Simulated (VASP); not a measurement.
A run of VASP 6.6.1 is set up as follows.

File INCAR:

```
SYSTEM = HgSe
  ALGO = Normal
  EDIFF = 1E-6
  ENCUT = 520
  GGA_COMPAT = .FALSE.
  ISIF = 2
  ISMEAR = -1
  LASPH = .TRUE.
  LCHARG = .FALSE.
  LMIXTAU = .TRUE.
  LORBIT = 11
  LREAL = .FALSE.
  LSORBIT = .TRUE.
  LWAVE = .FALSE.
  MAGMOM = 0 0 0 0 0 0
  METAGGA = SCAN
  NELM = 60
  PREC = Accurate
  SIGMA = 0.05
```

Contents of KPOINTS:

```
k-points
0
G
  6 6 6
  0 0 0
```

The input POSCAR:

```
HgSe
1.0
    0.0000000000      3.0390000000      3.0390000000
    3.0390000000      0.0000000000      3.0390000000
    3.0390000000      3.0390000000      0.0000000000
Hg Se
1 1
Direct
    0.0000000000      0.0000000000      0.0000000000
    0.7500000000      0.7500000000      0.7500000000
```

File KPOINTS_OPT:

```
path GXWKGLUWLK,UX
15
line-mode
reciprocal
 0.0000000000  0.0000000000  0.0000000000  G
 0.5000000000  0.0000000000  0.5000000000  X

 0.5000000000  0.0000000000  0.5000000000  X
 0.5000000000  0.2500000000  0.7500000000  W

 0.5000000000  0.2500000000  0.7500000000  W
 0.3750000000  0.3750000000  0.7500000000  K

 0.3750000000  0.3750000000  0.7500000000  K
 0.0000000000  0.0000000000  0.0000000000  G

 0.0000000000  0.0000000000  0.0000000000  G
 0.5000000000  0.5000000000  0.5000000000  L

 0.5000000000  0.5000000000  0.5000000000  L
 0.6250000000  0.2500000000  0.6250000000  U

 0.6250000000  0.2500000000  0.6250000000  U
 0.5000000000  0.2500000000  0.7500000000  W

 0.5000000000  0.2500000000  0.7500000000  W
 0.5000000000  0.5000000000  0.5000000000  L

 0.5000000000  0.5000000000  0.5000000000  L
 0.3750000000  0.3750000000  0.7500000000  K

 0.6250000000  0.2500000000  0.6250000000  U
 0.5000000000  0.0000000000  0.5000000000  X
```

Potentials or basis: VASP PAW PBE potentials, release 64 (Hg, Se).

Run with:

```bash
$ cat potpaw_PBE.64/Hg/POTCAR potpaw_PBE.64/Se/POTCAR > POTCAR
$ mpirun -np 1 vasp_ncl > vasp.out
```

**Question.** What does it give for the pressure?

**Answer.** 1.7 GPa.

Caveat: the PAW data sets were made with another functional, which shifts forces and pressure a little.
